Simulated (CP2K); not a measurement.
BeTe:

```
Te Be
1.0
     3.91737    0.00000    0.00000
     1.95869    3.39254    0.00000
     1.95869    1.13085    3.19852
Te Be
1 1
Direct
  0.75000 0.75000 0.75000
  0.00000 0.00000 0.00000
```

Base run:

| Item | Value |
| --- | --- |
| Program | CP2K 2026.2 |
| Functional | PBE |
| Potentials or basis | POTENTIAL_UZH Te GTH-PBE0-q6, Be GTH-PBE0-q4; DZVP-MOLOPT-SR-GTH basis |
| Density cutoff | 11565 eV |
| k mesh | 8 × 8 × 8 |
| Occupations | fermi-dirac, width 0.05 eV |
| Spin | no spin polarisation |

Its results: band gap on the k mesh 2.52 eV, indirect (least direct gap 3.84 eV); pressure 4.2 GPa.

Q: The run is repeated on the same cell with these changes: potentials or basis from POTENTIAL_UZH Te GTH-PBE0-q6, Be GTH-PBE0-q4; DZVP-MOLOPT-SR-GTH basis to GTH_POTENTIALS Te GTH-BLYP-q6, Be GTH-BLYP-q4; DZVP-MOLOPT-SR-GTH basis; potentials from Te GTH-PBE0-q6 of POTENTIAL_UZH, Be GTH-PBE0-q4 of POTENTIAL_UZH to Te GTH-BLYP-q6 of GTH_POTENTIALS, Be GTH-BLYP-q4 of GTH_POTENTIALS. What comes out?

A: Band gap on the k mesh 2.43 eV, indirect (least direct gap 3.77 eV); pressure 5.1 GPa.

Caveats: spin-orbit coupling is left out, which moves the levels of the heavy elements; the basis of atomic orbitals isn't converged, which shifts pressures, moduli and gaps; the potentials were made for another functional, which shifts forces and pressure (some runs).
